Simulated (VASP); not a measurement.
## MoS2: relaxation of the atoms with LDA

Crystal: MoS2.

```xyz
6
Lattice="3.1690 0.0000 0.0000 -1.5845 2.7444 0.0000 0.0000 0.0000 11.9173" Properties=species:S:1:pos:R:3 pbc="T T T"
Mo    0.0000    1.8296    2.9793
Mo    1.5845    0.9148    8.9380
S     0.0000    1.8296    7.3728
S     1.5845    0.9148    1.4142
S     0.0000    1.8296   10.5031
S     1.5845    0.9148    4.5445
```

```yaml
Program: VASP 6.6.1
Task: relaxation of the atoms
Functional: LDA
Potentials_or_basis: VASP PAW LDA potentials, release 64 (Mo_sv, S)
Cutoff: 520 eV
k_mesh: 12 × 12 × 3
Occupations: gaussian, width 0.05 eV
Spin: no spin polarisation
Further_INCAR_settings: ALGO = Normal; EDIFF = 1e-06; IBRION = 2; EDIFFG = -0.005; NSW = 60
```

The energy gained by relaxing is 4.8 meV/atom. The ionic steps are 3 and the pressure after relaxing is -2.6 GPa. The band gap on the k mesh is 0.65 eV, indirect (least direct gap 1.59 eV).

Stress tensor (GPa, compression positive):
```
-4.09  0.00  0.00
 0.00 -4.09  0.00
 0.00  0.00  0.35
```

The path:
```tsv
step	energy change (eV)	largest force (eV/Å)	pressure (GPa)
1	0.0000	0.5252	-5.26
2	-0.0287	0.0366	-2.79
3	-0.0288	0.0014	-2.61
```

Final structure:
```
CELL_PARAMETERS angstrom
3.16900 0.00000 0.00000
-1.58450 2.74443 0.00000
0.00000 0.00000 11.91731
ATOMIC_POSITIONS crystal
Mo 0.33333 0.66667 0.25000
Mo 0.66667 0.33333 0.75000
S 0.33333 0.66667 0.62095
S 0.66667 0.33333 0.12095
S 0.33333 0.66667 0.87905
S 0.66667 0.33333 0.37905
```

Levels at points of the mesh, in eV from the valence-band top:
```
           k point  band 24  band 25  band 26  band 27  band 28  band 29
(0.00, 0.00, 0.00)    -1.33    -1.05     0.00     1.87     1.87     1.91
(0.50, 0.00, 0.00)    -1.78    -1.68    -1.47     1.33     1.40     1.75
```

It took 58 s on 2 MPI ranks on AMD EPYC 9R45 96-Core Processor (Zen 5) (shared host), peak memory 0.21 GiB a rank.

The gap isn't set beside the measured one, since this odd mesh misses points on the zone boundary.

Caveat: an odd mesh through Γ misses points on the zone boundary, where band edges often lie.
